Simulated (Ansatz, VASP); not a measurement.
# Two plane-wave programs on Hg2Se

```xyz
3
Lattice="0.0000 3.3900 3.3900 3.3900 0.0000 3.3900 3.3900 3.3900 0.0000" Properties=species:S:1:pos:R:3 pbc="T T T"
Hg    1.6950    1.6950    1.6950
Hg    5.0850    5.0850    5.0850
Se    0.0000    0.0000    0.0000
```

Change from the starting cell: species swapped into the CeH2 type (Fm-3m, No. 225).

Alike in both runs: task single point; functional PBE; k mesh 4 × 4 × 4; occupations gaussian, width 0.1 eV; no spin polarisation.

|  | VASP | Ansatz |
| --- | --- | --- |
| version | VASP 6.6.1 | Ansatz 0.2.0 |
| potentials or method | VASP PAW PBE potentials, release 64 (Hg, Se) | scalar-relativistic, plane waves, PAW |
| plane-wave cutoff (eV) | 520 | 420 |
| valence electrons in the cell | 30 | 56 |

|  | VASP | Ansatz | Ansatz less VASP |
| --- | --- | --- | --- |
| gap on the k mesh at the Fermi level (eV) | none | none | - |
| pressure (GPa) | 3.2 | 3.0 | -0.21 |

A gap of «none» marks a metal or a gap that the smearing closes. The two sets of potentials don't hold the same shells in valence.

Caveats: the k mesh is coarse (spacing up to 0.40 Å⁻¹), so the values aren't converged. Spin-orbit coupling is left out, which matters for the levels of Hg.
